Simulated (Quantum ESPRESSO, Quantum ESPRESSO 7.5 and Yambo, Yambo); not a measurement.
**Excitons of ZnSe (Stilleite) on ever denser meshes**

How far does the k mesh set the exciton binding of ZnSe (Stilleite)?

Main program and level: Quantum ESPRESSO 7.5 and Yambo 5.3.0; PBE and many-body steps on it, plane waves.

### 1. Set-up

The structure is cubic, space group F-43m (No. 216). Conventional cell: a = 5.668 Å, b = 5.668 Å, c = 5.668 Å, α = 90.00°, β = 90.00°, γ = 90.00°. Nearest to Zn lie 4 Se at 2.45 Å. Se has 4 Zn at 2.45 Å nearest. Farther neighbours and most contacts between anions are not listed.

Coordinates:

```cif
data_structure
_symmetry_space_group_name_H-M 'P 1'
_symmetry_Int_Tables_number 1
_cell_length_a 4.0076
_cell_length_b 4.0076
_cell_length_c 4.0076
_cell_angle_alpha 60.000
_cell_angle_beta 60.000
_cell_angle_gamma 60.000
_cell_volume 45.51
loop_
_atom_site_label
_atom_site_type_symbol
_atom_site_fract_x
_atom_site_fract_y
_atom_site_fract_z
_atom_site_occupancy
Zn1 Zn 0.00000 0.00000 0.00000 1
Se2 Se 0.25000 0.25000 0.25000 1
```

The cell and positions come from the Crystallography Open Database and are kept as given unless a step says otherwise.

### 2. Empty states on the mesh, 4×4×4 mesh, 125 bands

This step: Quantum ESPRESSO 7.5; DFT, PBE, plane waves, norm-conserving pseudopotentials.

The sums over transitions need many empty states on a uniform mesh; this step solves for them.

pw.in

```
&control
  calculation = 'nscf'
  prefix = 'x'
  outdir = 'o'
  pseudo_dir = 'pseudo'
/
&system
  ibrav = 0
  nat = 2
  ntyp = 2
  ecutwfc = 104.0
  nbnd = 125
  force_symmorphic = .true.
/
&electrons
  conv_thr = 1e-9
  electron_maxstep = 80
  diago_full_acc = .true.
  diago_thr_init = 5e-6
/
ATOMIC_SPECIES
  Zn 65.38 Zn.upf
  Se 78.971 Se.upf
CELL_PARAMETERS angstrom
  -0.0000000000 2.8338000000 2.8338000000
  2.8338000000 -0.0000000000 2.8338000000
  2.8338000000 2.8338000000 0.0000000000
ATOMIC_POSITIONS crystal
  Zn 0.0000000000 0.0000000000 0.0000000000
  Se 0.2500000000 0.2500000000 0.2500000000
K_POINTS automatic
  4 4 4 0 0 0
```

Run with:

```console
OMP_NUM_THREADS=1 mpirun -n 4 pw.x -nk 4 -in pw.in > pw.out
```

The log of the run:

```text
Program PWSCF v.7.5 starts

     This program is part of the open-source Quantum ESPRESSO suite
     for quantum simulation of materials; please cite
         "P. Giannozzi et al., J. Phys.:Condens. Matter 21 395502 (2009);
         "P. Giannozzi et al., J. Phys.:Condens. Matter 29 465901 (2017);
         "P. Giannozzi et al., J. Chem. Phys. 152 154105 (2020);
     in publications or presentations arising from this work. More details at

     Atomic positions and unit cell read from directory:
     o/x.save/

     Message from routine setup:
[...]
66.8190  66.8190  66.8650  68.6406  68.6406  68.7404  68.8674  68.8674
     [... 4 further rows ...]
    95.5763  95.5763  96.3390  96.3390  96.7881  96.7946  96.8405  96.8405
    98.0513  98.0513  98.0984 100.6297 100.6297

          k = 0.3536 0.0000 0.0000 (  5457 PWs)   bands (ev):

     [... further k-points ...]

     highest occupied, lowest unoccupied level (ev):     8.7791   10.0703

     XML data file, pseudopotentials, collected wavefunctions

=------------------------------------------------------------------------------=
   JOB DONE.
=------------------------------------------------------------------------------=
```

Run time: 12 s. Hardware: 4 MPI ranks of Arm Neoverse V1, shared host; peak memory 0.45 GiB; 47 s of CPU time.

This step gave:

| Quantity | Value |
| --- | --- |
| gap | 1.291 eV |
| k of the valence top | 0, 0, 0 |
| k of the conduction bottom | 0, 0, 0 |
| least direct gap | 1.291 eV |
| k points computed | 8 |
| lowest point of the top converged band, above the valence top | 88.1296 eV |

On this mesh the gap is 1.291 eV.

The density comes from a self-consistent run that is not shown.

### 3. Conversion and set-up

This step: Yambo 5.3.0; conversion and set-up on PBE, plane waves, norm-conserving pseudopotentials.

The states are converted to the many-body program's format and the q mesh is built.

Run with:

```console
(cd o/x.save; p2y > p2y.log; mv SAVE ../..); yambo > setup.log
```

The log of the run:

```text
 Yambo, version 5.3.0

 [02] CORE Variables Setup
 =========================

  [02.01] Unit cells
  ==================

  Cell kind             :  FCC
  Atoms in the cell     :  Zn  Se
  number of Zn atoms    :  1
  number of Se atoms    :  1

  List of atomic masses
  Mass of Zn    :  65.38000
  Mass of Se    :  78.97100

  List of atomic coordinates    : [cc]
  Zn1       :  0.000000  0.000000  0.000000  order 1
  Se1       :  2.677553  2.677553  2.677553  order 2

  Alat factors          :  5.355106  5.355106  5.355106 [a.u.]
  Direct lattice volume :  307.1384 [a.u.]
[...]
==========================================

 IBZ Q-points                                      :   8
 BZ  Q-points                                      :   64

 K/Q-points units:
 rlu = crystal or reduced units; cc = cartesian coordinates; iku = interal k-units

 Q [1]          [rlu]:  0.000000  0.000000  0.000000
 Q [2]          [rlu]:  0.33641E-17  0.33641E-17  0.25000
 Q [3]          [rlu]: -0.67283E-17 -0.67283E-17 -0.50000
[...]
Q [7]          [rlu]:  0.12061E-16 -0.50000     -0.50000
 Q [8]          [rlu]:  0.250000 -0.500000 -0.250000

  [03.01] X indexes
  =================

   [03.01.01] Sigma indexes
   ========================

 [06] Game Over & Game summary
```

Elapsed: 3.1 s, on 1 MPI rank; peak memory 0.26 GiB.

### 4. Screening and self-energy, 4×4×4 mesh, 125 bands, screening to 163.3 eV

G0W0 replaces the xc potential by the self-energy, built once from these orbitals. Only a window of levels is corrected, while the sums run over the empty bands that the input names.

This step: G0W0 on PBE, plane waves, norm-conserving pseudopotentials.

gw1.in

```
HF_and_locXC
gw0
dyson
ppa
em1d
rim_cut
RandQpts= 1000000
RandGvec= 1 RL
EXXRLvcs= 104 Ry
VXCRLvcs= 416 Ry
Chimod= "HARTREE"
% BndsRnXp
 1 | 125 |
%
NGsBlkXp= 12 Ry
% LongDrXp
 1 | 1 | 1 |
%
% GbndRnge
 1 | 125 |
%
DysSolver= "n"
ExtendOut
PPAPntXp= 27.21138 eV
% QPkrange
 1 | 1 | 21 | 24 |
%
```

Run with:

```console
OMP_NUM_THREADS=1 mpirun -n 4 yambo -F gw1.in -J gw1 -C gw1 > gw1.log
```

The log of the run:

```text
 Yambo, version 5.3.0

 [02] CORE Variables Setup
 =========================

  [... cell, symmetries and grids as in the set-up ...]

  [02.05] Energies & Occupations
  ==============================

  [X] === General ===
  [X] Electronic Temperature                        :  0.000000  0.000000 [eV K]
  [X] Bosonic    Temperature                        :  0.000000  0.000000 [eV K]
  [X] Finite Temperature mode                       : no
  [X] El. density                                   :  0.96675E+24 [cm-3]
[...]
Sx RL components                                 :   5601

   QP @ state[ 1 ] K range                          :  1  1
   QP @ state[ 1 ] b range                          :  21  24
   GF energies kind                                 : Perdew, Burke & Ernzerhof(X)+Perdew, Burke & Ernzerhof(C)
   GF WF`s kind                                     : Perdew, Burke & Ernzerhof(X)+Perdew, Burke & Ernzerhof(C)
   Xs energies kind                                 : Perdew, Burke & Ernzerhof(X)+Perdew, Burke & Ernzerhof(C)
   Xs WF`s kind                                     : Perdew, Burke & Ernzerhof(X)+Perdew, Burke & Ernzerhof(C)

 [11] Game Over & Game summary
```

Run time: 2.6 min. Hardware: 4 MPI ranks; peak memory 2.1 GiB.

This step gave:

- G0W0 gap on the points computed: 2.041 eV
- starting gap on the mesh: 1.291 eV
- k of the valence top: 0, 0, 0
- k of the conduction bottom: 0, 0, 0
- least direct G0W0 gap on the computed points: 2.041 eV

The gap on the mesh goes from 1.29 eV to 2.04 eV, a correction of +0.75 eV.

The gap opens by 0.749 eV; the next steps shift the empty bands rigidly by 0.749 eV.

### 5. Empty states on the mesh, 4×4×4 mesh, 32 bands

This step: Quantum ESPRESSO 7.5; DFT, PBE, plane waves, norm-conserving pseudopotentials.

pw.in: that of step 2 with these lines changed.

```diff
@@ -11,3 +11,3 @@
   ecutwfc = 104.0
-  nbnd = 125
+  nbnd = 32
   force_symmorphic = .true.
```

Run with:

```console
OMP_NUM_THREADS=1 mpirun -n 4 pw.x -nk 4 -in pw.in > pw.out
```

The log of the run:

```text
[banner, memory and clock lines left out]
Program PWSCF v.7.5 starts

     Atomic positions and unit cell read from directory:
     o/x.save/

     Message from routine setup:
     using ibrav=0 with symmetry is DISCOURAGED, use correct ibrav instead

     G-vector sticks info

     bravais-lattice index     =            0
     lattice parameter (alat)  =       7.5733  a.u.
     unit-cell volume          =     307.1384 (a.u.)^3
     number of atoms/cell      =            2
     number of atomic types    =            2
     number of electrons       =        44.00
[...]
k = 0.1768 0.1768-0.1768 (  5492 PWs)   bands (ev):

  -198.4430-137.9212-137.9212-137.9212-116.4660 -70.6257 -70.6257 -70.6257
[...]
k =-0.3536-0.3536 0.3536 (  5480 PWs)   bands (ev):

  -198.4430-137.9212-137.9212-137.9212-116.4660 -70.6257 -70.6257 -70.6257
[...]
2.6235   2.6235   2.7648   3.5572   7.9125   7.9125  11.3263  15.1724
    15.1724  17.3605  19.7558  21.9151  21.9151  23.0073  23.3240  23.3240

          k = 0.3536 0.0000 0.0000 (  5457 PWs)   bands (ev):

     [... further k-points ...]

     highest occupied, lowest unoccupied level (ev):     8.7791   10.0703

     XML data file, pseudopotentials, collected wavefunctions
```

Wall time 2.4 s (4 MPI ranks); peak memory 0.28 GiB.

This step gave:

```yaml
gap: 1.291 eV
k_of_the_valence_top: 0, 0, 0
k_of_the_conduction_bottom: 0, 0, 0
least_direct_gap: 1.291 eV
k_points_computed: 8
lowest_point_of_the_top_converged_band_above_the_valence_top: 13.07 eV
```

On this mesh the gap is 1.291 eV.

### 6. Conversion and set-up

This step: Yambo 5.3.0; conversion and set-up on PBE, plane waves, norm-conserving pseudopotentials.

Run with:

```console
(cd o/x.save; p2y > p2y.log; mv SAVE ../..); yambo > setup.log
```

The log of the run:

```text
 Yambo, version 5.3.0

 [02] CORE Variables Setup
 =========================

  [02.01] Unit cells
  ==================

  Cell kind             :  FCC
  Atoms in the cell     :  Zn  Se
  number of Zn atoms    :  1
  number of Se atoms    :  1

  List of atomic masses
  Mass of Zn    :  65.38000
  Mass of Se    :  78.97100

  List of atomic coordinates    : [cc]
  Zn1       :  0.000000  0.000000  0.000000  order 1
  Se1       :  2.677553  2.677553  2.677553  order 2

  Alat factors          :  5.355106  5.355106  5.355106 [a.u.]
  Direct lattice volume :  307.1384 [a.u.]
[...]
==========================================

 IBZ Q-points                                      :   8
 BZ  Q-points                                      :   64

 K/Q-points units:
 rlu = crystal or reduced units; cc = cartesian coordinates; iku = interal k-units

 Q [1]          [rlu]:  0.000000  0.000000  0.000000
 Q [2]          [rlu]:  0.33641E-17  0.33641E-17  0.25000
 Q [3]          [rlu]: -0.67283E-17 -0.67283E-17 -0.50000
[...]
Q [7]          [rlu]:  0.12061E-16 -0.50000     -0.50000
 Q [8]          [rlu]:  0.250000 -0.500000 -0.250000

  [03.01] X indexes
  =================

   [03.01.01] Sigma indexes
   ========================

 [06] Game Over & Game summary
```

It took 3 s on 1 MPI rank; peak memory 0.26 GiB.

(Part 1 of 4 ends here.)

[Paths, hosts, dates, memory and timing lines, banners, echoed tables and standing remarks are left out of the program output.]

[Logs are printed without paths, hosts, clocks, repeated set-up lines and the standing remarks that a program may print on its own settings, such as how far it seeks lower states.]

[Runs of the session that timed out or met a known fault of the program may be left out.]

[Hosts, paths, dates, database ids (printed as entryN), source tags and the programs' standing remarks are cut or masked in the printed files.]
